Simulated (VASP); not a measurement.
Set up this calculation in VASP 6.6.1, as the native input.

- Task: single point
- Functional: PBE
- Potentials or basis: VASP PAW PBE potentials, release 64 (Ta_pv, Si, H)
- Cutoff: 520 eV
- k mesh: 12 × 12 × 12
- Occupations: gaussian, width 0.1 eV
- Spin: no spin polarisation
- Dipole correction: no
- Further INCAR settings: ALGO = Fast; EDIFF = 1e-06; NBANDS = 18

The structure of TaSiH4 lies in POSCAR:

```
TaSiH4
1.0
    0.0000000000      3.0134467636      3.0134467636
    3.0134467636      0.0000000000      3.0134467636
    3.0134467636      3.0134467636      0.0000000000
Ta Si H
1 1 4
Direct
    0.0000000000      0.0000000000      0.0000000000
    0.7500000000      0.7500000000      0.7500000000
    0.5897780834      0.2306657498      0.5897780834
    0.5897780834      0.5897780834      0.5897780834
    0.2306657498      0.5897780834      0.5897780834
    0.5897780834      0.5897780834      0.2306657498
```

The cell was built by a generator and needn't be a form met in nature.

The cell isn't the ideal one: random cell by space group and Wyckoff sites (F-43m, No. 216).

The input as run:

INCAR

```
SYSTEM = TaSiH4
PREC     = Accurate       ! precision mode
ENCUT    = 520            ! plane-wave cutoff, eV
EDIFF    = 1E-6           ! SCF threshold, eV
ISMEAR   = 0              ! smearing method
SIGMA    = 0.1            ! smearing width, eV
LREAL    = .False.        ! projectors in reciprocal space
LASPH    = .True.         ! aspherical terms in the spheres
NELM     = 100            ! most SCF steps
ALGO     = Fast           ! electronic algorithm
ISIF     = 2              ! what is computed and relaxed
LWAVE    = .False.        ! write WAVECAR
LCHARG   = .False.        ! write CHGCAR
GGA      = PE             ! functional
NBANDS   = 18             ! bands
```

KPOINTS

```
regular mesh
0
Gamma
  12 12 12
  0 0 0
```

Potentials or basis: VASP PAW PBE potentials, release 64 (Ta_pv, Si, H).

Command:

```sh
$ cat potpaw_PBE.64/Ta_pv/POTCAR potpaw_PBE.64/Si/POTCAR potpaw_PBE.64/H/POTCAR > POTCAR
$ mpirun -np 1 vasp_std > vasp.out
```

Results of the run:

```json
{
 "Pressure": "-0.1 GPa",
 "Largest force": "0.006 eV/Å",
 "Band gap on the k mesh": "none (metal or under the smearing width)"
}
```

Run time: 44 s on 1 thread of Intel(R) Xeon(R) Platinum 8488C (Sapphire Rapids), with other jobs on the host, peak memory 0.22 GiB.
